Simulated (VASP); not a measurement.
Given:

```yaml
crystal:
  lattice:
    - [1.82500, -3.16099, 0.00000]
    - [1.82500, 3.16099, 0.00000]
    - [0.00000, 0.00000, 3.87000]
  atoms:
    - { symbol: Li, position: [0.33333, 0.66667, 0.00000] }
    - { symbol: Li, position: [0.66667, 0.33333, 0.00000] }
    - { symbol: Li, position: [0.00000, 0.00000, 0.50000] }
    - { symbol: N, position: [0.00000, 0.00000, 0.00000] }
```

The numbers are results of r2SCAN meta-GGA, VASP's PBE PAW potentials (set 64) (plane waves; VASP), not measurements. Run with 520 eV cut-off, 6×6×5 Γ-centred mesh, Gaussian smearing of 0.050 eV, potentials Li_sv N.

Q: Predict the energy per atom (σ→0), pressure.

A: 
The energy per atom (σ→0) comes out as -4.553 eV/atom and the pressure comes out as -1.33 GPa.

Total energies compare only between runs with the same potentials, cut-off and functional.

The compound is Li3N in the alpha structure. The cell was not relaxed at this level. The run is one of a series of settings (GGA removed, LMIXTAU = .TRUE., METAGGA = R2SCAN against the base run), some of them coarse on purpose.
